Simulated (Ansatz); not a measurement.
# WSe2: eigenvalues along the path

```
W Se
1.0
     0.00000    3.10134    3.10134
     3.10134    0.00000    3.10134
     3.10134    3.10134    0.00000
W Se
1 2
Cartesian
  0.0000 0.0000 0.0000
  1.5507 1.5507 1.5507
  4.6520 4.6520 4.6520
```

Atom numbers follow the list: W1, Se2, Se3.

The cell was built from the fluorite type and relaxed in the same program, and has space group Fm-3m; it needn't be a known or the stable phase.

Spin–orbit coupling is left out, though it moves levels of the heavy atoms by tenths of an eV or more.

These are results of DFT, PBE, all-electron LAPW, scalar-relativistic in Ansatz 0.2.0, not measurements.

Sampling and basis: a Γ-centred 11×11×11 k mesh, Fermi–Dirac smearing of 0.05 eV, basis error target 1 meV/atom, no spin polarisation.

Path points, in fractions of the reciprocal vectors: Γ (0.000, 0.000, 0.000), X (0.500, 0.000, 0.500), U (0.625, 0.250, 0.625), K (0.375, 0.375, 0.750), L (0.500, 0.500, 0.500), W (0.500, 0.250, 0.750). Levels in eV from the Fermi level; bands 35 to 50, counted from the lowest band of the run. The gap is zero.

```
# k(1/Å) point b35 b36 b37 b38 b39 b40 b41 b42 b43 b44 b45 b46 b47 b48 b49 b50
0.000 Γ -15.60 -11.43 -5.77 -5.77 -5.77 -0.80 -0.80 -0.47 -0.47 -0.47 4.09 4.32 4.32 4.32 4.38 4.38
0.127 - -15.55 -11.52 -5.76 -5.76 -5.58 -1.55 -0.77 -0.48 -0.48 -0.09 3.59 3.59 4.09 4.37 4.49 5.26
0.253 - -15.41 -11.77 -5.72 -5.72 -5.03 -2.65 -0.69 -0.57 -0.57 0.05 3.03 3.03 3.92 4.32 5.13 6.27
0.380 - -15.18 -12.08 -5.64 -5.64 -4.22 -3.82 -0.77 -0.77 -0.56 -0.09 2.75 2.75 3.87 4.21 5.83 7.35
0.506 - -14.88 -12.39 -5.54 -5.54 -4.95 -3.22 -1.11 -1.11 -0.40 -0.36 2.78 2.78 4.02 4.03 6.41 8.49
0.633 - -14.53 -12.67 -5.96 -5.41 -5.41 -2.10 -1.52 -1.52 -0.67 -0.22 3.01 3.01 3.69 4.33 6.85 8.18
0.760 - -14.20 -12.88 -6.79 -5.27 -5.27 -1.91 -1.91 -0.94 -0.91 -0.05 3.17 3.32 3.32 4.70 7.19 7.75
0.886 - -13.94 -13.01 -7.35 -5.16 -5.16 -2.19 -2.19 -1.11 0.06 0.28 2.42 3.60 3.60 5.00 7.46 7.48
1.013 X -13.84 -13.05 -7.55 -5.11 -5.11 -2.29 -2.29 -1.17 0.10 1.23 1.61 3.70 3.70 5.11 7.36 7.62
1.058 - -13.84 -13.06 -7.54 -5.12 -5.11 -2.30 -2.29 -1.15 0.11 1.22 1.61 3.68 3.70 5.11 7.39 7.67
1.103 - -13.83 -13.07 -7.52 -5.15 -5.09 -2.34 -2.28 -1.08 0.11 1.19 1.62 3.61 3.67 5.11 7.50 7.80
1.147 - -13.81 -13.10 -7.49 -5.19 -5.07 -2.40 -2.27 -0.98 0.12 1.14 1.62 3.51 3.64 5.11 7.68 8.01
1.192 - -13.79 -13.13 -7.44 -5.25 -5.04 -2.48 -2.26 -0.85 0.14 1.06 1.63 3.40 3.60 5.11 7.91 8.28
1.237 - -13.76 -13.17 -7.38 -5.30 -5.00 -2.58 -2.24 -0.71 0.15 0.94 1.65 3.30 3.56 5.11 8.20 8.23
1.282 - -13.73 -13.23 -7.30 -5.35 -4.96 -2.70 -2.22 -0.57 0.17 0.78 1.67 3.23 3.52 5.11 7.92 8.53
1.326 - -13.69 -13.30 -7.21 -5.40 -4.90 -2.84 -2.20 -0.43 0.20 0.58 1.70 3.18 3.50 5.12 7.66 8.91
1.371 U -13.64 -13.37 -7.10 -5.43 -4.83 -2.99 -2.16 -0.32 0.23 0.35 1.75 3.15 3.48 5.13 7.45 9.31
1.449 - -13.61 -13.41 -7.03 -5.56 -4.67 -3.09 -2.15 -0.26 0.22 0.26 1.79 2.99 3.62 5.14 7.29 9.19
1.526 - -13.59 -13.45 -6.91 -5.79 -4.39 -3.24 -2.14 -0.21 0.10 0.29 1.87 2.77 3.80 5.18 7.03 9.06
1.604 - -13.57 -13.48 -6.77 -6.02 -4.10 -3.44 -2.14 -0.16 0.00 0.32 1.93 2.61 3.92 5.24 6.79 9.03
1.681 - -13.56 -13.49 -6.70 -6.12 -3.92 -3.59 -2.14 -0.13 -0.05 0.33 1.96 2.56 3.97 5.27 6.69 9.07
1.759 - -13.57 -13.48 -6.77 -6.02 -4.10 -3.44 -2.14 -0.16 0.00 0.32 1.93 2.61 3.92 5.24 6.79 9.03
1.836 - -13.59 -13.45 -6.91 -5.79 -4.39 -3.24 -2.14 -0.21 0.10 0.29 1.87 2.77 3.80 5.18 7.03 9.06
1.914 - -13.61 -13.41 -7.03 -5.56 -4.67 -3.09 -2.15 -0.26 0.22 0.26 1.79 2.99 3.62 5.14 7.29 9.19
1.991 K -13.64 -13.37 -7.10 -5.43 -4.83 -2.99 -2.16 -0.32 0.23 0.35 1.75 3.15 3.48 5.13 7.45 9.31
2.126 - -13.66 -13.45 -6.72 -5.41 -4.58 -3.48 -2.05 -0.46 -0.17 0.34 1.89 3.13 3.48 5.17 7.21 9.29
2.260 - -14.02 -13.21 -6.29 -5.17 -4.25 -4.00 -2.03 -1.21 -0.26 0.48 1.98 3.08 3.57 5.22 7.48 8.37
2.394 - -14.42 -12.90 -5.96 -4.63 -4.50 -3.83 -2.64 -1.27 -0.41 0.62 1.99 2.94 3.72 5.26 7.35 7.78
2.529 - -14.80 -12.55 -5.78 -4.94 -3.83 -3.52 -3.32 -1.01 -0.50 0.72 2.02 2.78 3.91 5.27 6.33 7.62
2.663 - -15.13 -12.17 -5.72 -5.29 -4.37 -2.90 -2.73 -0.75 -0.48 0.71 2.21 2.76 4.09 5.18 5.44 6.92
2.797 - -15.39 -11.81 -5.73 -5.56 -5.09 -2.08 -1.96 -0.57 -0.43 0.49 2.68 3.01 4.24 4.79 4.87 6.03
2.932 - -15.55 -11.54 -5.76 -5.72 -5.59 -1.37 -1.18 -0.49 -0.42 0.03 3.43 3.55 4.35 4.37 4.43 5.22
3.066 Γ -15.60 -11.43 -5.77 -5.77 -5.77 -0.80 -0.80 -0.47 -0.47 -0.47 4.09 4.32 4.32 4.32 4.38 4.38
3.176 - -15.57 -11.50 -5.75 -5.75 -5.66 -1.13 -1.13 -0.69 -0.17 -0.17 3.50 3.97 3.97 4.29 4.80 4.80
3.285 - -15.46 -11.70 -5.66 -5.66 -5.35 -1.57 -1.57 -1.24 0.16 0.16 2.74 3.69 3.69 4.73 5.30 5.30
3.395 - -15.28 -11.98 -5.54 -5.54 -4.90 -1.98 -1.98 -1.95 0.32 0.32 2.14 3.58 3.58 5.18 5.86 5.86
3.505 - -15.05 -12.30 -5.38 -5.38 -4.41 -2.65 -2.33 -2.33 0.28 0.28 1.72 3.64 3.64 5.54 6.47 6.47
3.614 - -14.77 -12.64 -5.20 -5.20 -4.01 -3.22 -2.62 -2.62 0.10 0.10 1.49 3.80 3.80 5.81 7.13 7.13
3.724 - -14.46 -12.98 -5.03 -5.03 -4.03 -3.32 -2.82 -2.82 -0.13 -0.13 1.44 3.97 3.97 6.06 7.79 7.79
3.833 - -14.15 -13.30 -4.91 -4.91 -4.28 -3.15 -2.95 -2.95 -0.30 -0.30 1.48 4.09 4.09 6.36 7.34 8.33
3.943 L -13.96 -13.49 -4.87 -4.87 -4.38 -3.09 -2.99 -2.99 -0.37 -0.37 1.51 4.14 4.14 6.67 6.92 8.56
4.033 - -13.95 -13.49 -4.98 -4.87 -4.55 -3.03 -2.91 -2.84 -0.33 -0.33 1.53 4.06 4.09 6.68 6.72 8.62
4.122 - -13.90 -13.49 -5.23 -5.09 -4.66 -3.12 -2.57 -2.49 -0.23 -0.22 1.60 3.87 3.96 6.25 6.82 8.82
4.212 - -13.83 -13.49 -5.55 -5.51 -4.55 -3.24 -2.33 -1.94 -0.11 -0.09 1.71 3.60 3.80 5.86 6.90 9.16
4.301 - -13.74 -13.49 -6.00 -5.76 -4.36 -3.37 -2.19 -1.33 -0.04 0.06 1.85 3.28 3.70 5.57 6.89 9.63
4.391 - -13.65 -13.49 -6.39 -5.97 -4.15 -3.49 -2.13 -0.68 -0.06 0.21 1.94 2.94 3.77 5.38 6.81 9.40
4.480 - -13.56 -13.49 -6.70 -6.12 -3.92 -3.59 -2.14 -0.13 -0.05 0.33 1.96 2.56 3.97 5.27 6.69 9.07
4.570 - -13.51 -13.49 -6.89 -6.21 -3.74 -3.65 -2.19 -0.21 0.36 0.57 1.95 2.17 4.16 5.24 6.59 8.80
4.659 W -13.49 -13.49 -6.96 -6.24 -3.67 -3.67 -2.22 -0.24 0.41 0.83 1.95 1.95 4.24 5.24 6.55 8.69
4.723 - -13.56 -13.41 -7.01 -6.18 -3.95 -3.39 -2.22 -0.26 0.38 0.85 1.84 2.10 4.22 5.22 6.65 8.41
4.786 - -13.63 -13.33 -7.11 -6.02 -4.22 -3.12 -2.23 -0.33 0.31 0.89 1.75 2.29 4.17 5.18 6.92 8.16
4.849 - -13.69 -13.26 -7.23 -5.83 -4.47 -2.88 -2.24 -0.45 0.24 0.95 1.70 2.52 4.08 5.15 7.33 7.95
4.913 - -13.74 -13.19 -7.34 -5.62 -4.69 -2.67 -2.25 -0.63 0.18 1.02 1.66 2.80 3.98 5.13 7.77 7.83
4.976 - -13.79 -13.13 -7.43 -5.43 -4.87 -2.51 -2.27 -0.82 0.14 1.10 1.64 3.10 3.88 5.12 7.63 8.39
5.039 - -13.82 -13.09 -7.50 -5.26 -5.00 -2.39 -2.28 -1.00 0.12 1.17 1.62 3.39 3.79 5.11 7.51 8.09
5.103 - -13.84 -13.06 -7.54 -5.15 -5.08 -2.31 -2.29 -1.12 0.11 1.21 1.61 3.62 3.73 5.11 7.42 7.73
5.166 X -13.84 -13.05 -7.55 -5.11 -5.11 -2.29 -2.29 -1.17 0.10 1.23 1.61 3.70 3.70 5.11 7.36 7.62
```
